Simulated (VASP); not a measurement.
Set up this calculation in VASP 6.6.1, as the native input.

| Item | Value |
| --- | --- |
| Task | relaxation of cell and atoms |
| Functional | PBE |
| Potentials or basis | VASP PAW PBE potentials, release 64 (In, As) |
| Cutoff | 300 eV |
| k mesh | 5 × 5 × 5 |
| Occupations | gaussian, width 0.03 eV |
| Spin | no spin polarisation |
| Further INCAR settings | ALGO = Normal; EDIFF = 1e-06; IBRION = 2; EDIFFG = -0.01; NSW = 90; ISIF = 3 |

The structure of InAs lies in POSCAR:

```
InAs
1.0
    0.0000000000      3.0180000000      3.0180000000
    3.0180000000      0.0000000000      3.0180000000
    3.0180000000      3.0180000000      0.0000000000
In As
1 1
Direct
    0.0000000000      0.0000000000      0.0000000000
    0.2500000000      0.2500000000      0.2500000000
```

One way to write it, as run:

INCAR

```
  PREC = Accurate
  ENCUT = 300
  EDIFF = 1E-6
  ISMEAR = 0
  SIGMA = 0.03
  LREAL = False
  LASPH = True
  NELM = 80
  ALGO = Normal
  ISIF = 3
  LWAVE = False
  LCHARG = False
  GGA = PE
  IBRION = 2
  NSW = 90
  EDIFFG = -0.01
```

KPOINTS

```
regular mesh
0
Gamma
  5 5 5
```

Potentials or basis: VASP PAW PBE potentials, release 64 (In, As).

Run with:

```sh
$ cat potpaw_PBE.64/In/POTCAR potpaw_PBE.64/As/POTCAR > POTCAR
$ mpirun -np 1 vasp_std > vasp.out
```

It gave:

| Item | Value |
| --- | --- |
| Relaxed volume | 30.03 Å³/atom |
| Relaxed cell | a = 4.396 Å, b = 4.396 Å, c = 4.396 Å, α = 60.00°, β = 60.00°, γ = 60.00° |
| Space group after relaxing (to 0.05 Å) | F-43m (No. 216) |
| Energy gained by relaxing | 39.6 meV/atom |
| Ionic steps | 3 |
| Pressure after relaxing | 0.0 GPa |
| Band gap on the k mesh | none (metal or under the smearing width) |

Caveat: the k mesh is coarse (spacing up to 0.36 Å⁻¹), so the values aren't converged; this crystal is a semiconductor, whose small gap the functional closes, so the metal is an error of the method.

It took 5.3 s on 1 thread of Intel(R) Xeon(R) 6975P-C (Granite Rapids) (shared host), peak memory 0.14 GiB.
